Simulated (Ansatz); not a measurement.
Crystal: FeO (Wuestite).

```
Fe O
1.0
     1.51882    0.87689    2.51958
    -1.51882    0.87689    2.51958
     0.00000   -1.75378    2.51958
Fe O
1 1
Direct
  0.00000 0.00000 0.00000
  0.50000 0.50000 0.50000
```

Base run:

```yaml
Program: Ansatz 0.2.0
Functional: PBEsol
Potentials_or_basis: all-electron LAPW, scalar-relativistic
Cutoff: 348 eV
Density_cutoff: 1391 eV
Basis_error_allowed: 0.001 eV/atom
k_mesh: 11 × 11 × 11
Occupations: fermi-dirac, width 0.05 eV
Spin: collinear spin, ferromagnetic start
Starting_moments: "[3.0, 0.0] μB"
```

Its results: pressure -9.5 GPa; net moment 4.00 μB per cell; site moments Fe +3.62; O +0.32 μB.

Q: After a change of settings the same cell gave: pressure -16.4 GPa; net moment 4.00 μB per cell; site moments Fe +3.59; O +0.34 μB. Which change was it?
A. potentials or basis from all-electron LAPW, scalar-relativistic to all-electron PAW datasets made for the crystal
B. functional from PBEsol to PBE
C. functional from PBEsol to LDA
D. potentials or basis from all-electron LAPW, scalar-relativistic to all-electron LAPW, inner shells corrected to Dirac's equation

A: C.

LDA binds more tightly than PBEsol, so the same cell stands under less pressure.

Caveats: a cell with one magnetic atom can't hold antiferromagnetic order, which such compounds often take.

Not every run made on this cell is shown here.
